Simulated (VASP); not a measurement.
The system is Ti.

```
Ti
1.0
    -1.64100    1.64100    1.64100
     1.64100   -1.64100    1.64100
     1.64100    1.64100   -1.64100
Ti
1
Direct
  0.00000 0.00000 0.00000
```

This isn't the form of Ti at room conditions, which is hcp.

```yaml
Program: VASP 6.6.1
Task: relaxation of cell and atoms
Functional: BLYP
Dispersion: D3(BJ)
Potentials_or_basis: VASP PAW PBE potentials, release 64 (Ti_sv)
Cutoff: 600 eV
k_mesh: 11 × 11 × 11
Occupations: fermi-dirac, width 0.05 eV
Spin: no spin polarisation
```

At the start: pressure -13.6 GPa; volume 17.68 Å³/atom.

Where does the relaxation end?

Over 6 steps the energy falls by 112.7 meV/atom and the volume is 15.29 Å³/atom (-13.5 %); space group Im-3m (No. 229, to 0.05 Å).

The path:
```csv
step,energy change (eV),largest force (eV/Å),pressure (GPa),volume (Å³)
1,0.0000,0.0000,-13.65,17.68
2,-0.0742,0.0000,10.86,14.10
3,-0.1127,0.0000,-0.10,15.30
4,-0.1127,0.0000,0.31,15.25
5,-0.1127,0.0000,-0.18,15.31
6,-0.1127,0.0000,-0.03,15.29
```

Final structure:
```cif
data_structure
_symmetry_space_group_name_H-M 'P 1'
_symmetry_Int_Tables_number 1
_cell_length_a 2.7083
_cell_length_b 2.7083
_cell_length_c 2.7083
_cell_angle_alpha 109.471
_cell_angle_beta 109.471
_cell_angle_gamma 109.471
_cell_volume 15.29
loop_
_atom_site_label
_atom_site_type_symbol
_atom_site_fract_x
_atom_site_fract_y
_atom_site_fract_z
_atom_site_occupancy
Ti1 Ti 0.00000 0.00000 0.00000 1
```

Caveat: the PAW data sets were made with another functional, which shifts forces and pressure a little; the volume moved by -13 % from the deposited cell, more than functionals usually miss; pairwise dispersion overbinds metals, which lowers pressure and volume.
